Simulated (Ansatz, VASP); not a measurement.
Pd in VASP and in Ansatz

The input INCAR:

```
SYSTEM = Pd
PREC = Accurate ; ENCUT = 600
EDIFF = 1E-7 ; ISMEAR = -1
SIGMA = 0.05 ; LREAL = .False.
LASPH = .True. ; NELM = 80
ALGO = Fast ; ISIF = 3
LWAVE = .False. ; LCHARG = .False.
GGA = CA ; IBRION = 2
NSW = 60 ; EDIFFG = -0.01
```

KPOINTS

```
regular mesh
0
Gamma
  12 12 12
  0 0 0
```

POSCAR

```
Pd
1.0
   -1.5722810000      1.5722810000      1.5722810000
    1.5722810000     -1.5722810000      1.5722810000
    1.5722810000      1.5722810000     -1.5722810000
Pd
1
Direct
    0.0000000000      0.0000000000      0.0000000000
```

File input.yaml:

```yaml
crystal:
  lattice:
    - [-1.572281, 1.572281, 1.572281]
    - [1.572281, -1.572281, 1.572281]
    - [1.572281, 1.572281, -1.572281]
  atoms:
    - { symbol: Pd, position: [0.0, 0.0, 0.0] }
hamiltonian:
  xc: lda
  pseudopotentials: { kind: paw }
kpoints:
  mp_grid: { grid: [12, 12, 12] }
scf:
  occupations: { method: fermi_dirac, width: 0.05 }
output:
  forces: true
  stress: true
  eigenvalues: true
  write_density: true
  write_potential: true
  elf: true
  volumetric_format: npy
relax:
  f_tol: 0.01
  max_steps: 40
  cell: { stress_tol: 0.05 }
```

This isn't the form of Pd at room conditions, which is fcc.

Alike in both runs: task relaxation of cell and atoms; functional LDA; k mesh 12 × 12 × 12; occupations fermi-dirac, width 0.05 eV; no spin polarisation.

|  | VASP | Ansatz |
| --- | --- | --- |
| version | VASP 6.6.1 | Ansatz 0.2.0 |
| potentials or method | VASP PAW LDA potentials, release 64 (Pd) | Ansatz PAW |
| plane-wave cutoff (eV) | 600 | 420 |
| valence electrons in the cell | 10 | 18 |

Ansatz gave:

| Property | Result |
| --- | --- |
| gap on the k mesh at the Fermi level, each at its own relaxed structure (eV) | none |
| relaxed volume (Å³/atom) | 14.25 |
| relaxed cell length with the largest relative difference (Å) | 2.645 |
| energy change over the relaxation (meV/atom) | -68 |

Problem. What did VASP give for the same quantities?

Solution. gap on the k mesh at the Fermi level, each at its own relaxed structure (eV): none; relaxed volume (Å³/atom): 14.27; relaxed cell length with the largest relative difference (Å): 2.646; energy change over the relaxation (meV/atom): -66.

A gap of «none» marks a metal or a gap that the smearing closes. The two sets of potentials don't hold the same shells in valence.

Caveats: the plane-wave basis is chosen anew once the cell has moved, so the energies of steps on either side of that aren't comparable (Ansatz); the PAW data sets come from PBE, with cores solved anew for the run's functional, which leaves a small shift of forces and pressure (Ansatz).
